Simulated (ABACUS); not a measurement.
Runs of ABACUS 3.10.1 on Bi. It takes space group Im-3m (No. 229, cubic). Conventional cell: a = 3.963 Å, b = 3.963 Å, c = 3.963 Å, α = 90.00°, β = 90.00°, γ = 90.00°. Around Bi (site symmetry m-3m) lie 8 Bi at 3.43 Å. This isn't the form of Bi at room conditions, which is rhombohedral.

| task | level | potentials or basis | cell | k mesh | cutoff (eV) | SCF threshold on the density | eigensolver | symmetry key | threshold of the eigensolver | path | mesh quality | gap on the mesh (eV) | pressure (GPa) | relaxed volume (Å³/atom) |
| --- | --- | --- | --- | --- | --- | --- | --- | --- | --- | --- | --- | --- | --- | --- |
| single point | BLYP | PseudoDojo NC SR 0.4.1 PBE standard, plane waves | as given | 7 × 7 × 7 | 898 | 1e-08 | dav | 1 | - | - | not flagged | none | 6.0 | - |
| relaxation of cell and atoms | PBE | Ansatz NC PBE, TZDP LCAO (the cutoffs set its grid) | relaxed | 8 × 8 × 8 | 1361 | 1e-07 | scalapack_gvx | 1 | - | - | not flagged | none | 0.0 | (b) |
| relaxation of cell and atoms | r2SCAN | SG15 ONCV 1.2 PBE, DZP LCAO (the cutoffs set its grid) | relaxed | 7 × 7 × 7 | 1361 | 1e-07 | genelpa | 1 | - | - | not flagged | none | 0.0 | 31.67 |
| single point | PBE | Ansatz NC PBE, TZDP LCAO (the cutoffs set its grid) | as given | 8 × 8 × 8 | 1361 | 1e-07 | genelpa | 1 | - | - | not flagged | none | -1.1 | - |
| single point | r2SCAN | SG15 ONCV 1.2 PBE, DZP LCAO (the cutoffs set its grid) | as given | 7 × 7 × 7 | 1361 | 1e-07 | genelpa | 1 | - | - | not flagged | none | (a) | - |

Alike in all rows: no spin polarisation; smearing fermi-dirac 0.05 eV.

Question: Estimate the missing entries.

Answer: (a) 1.1; (b) 30.60.

Caveats: spin-orbit coupling is left out, which moves the levels of the heavy elements; the atomic orbitals were generated for these runs and aren't a published set (some runs); the basis of atomic orbitals isn't converged, which shifts pressures, moduli and gaps (some runs); the potentials were made for another functional, which shifts forces and pressure (some runs).

A k mesh can miss the band edges, and the runs leave out spin-orbit coupling on Bi.

A gap of «none» marks a metal or a gap under the smearing width.
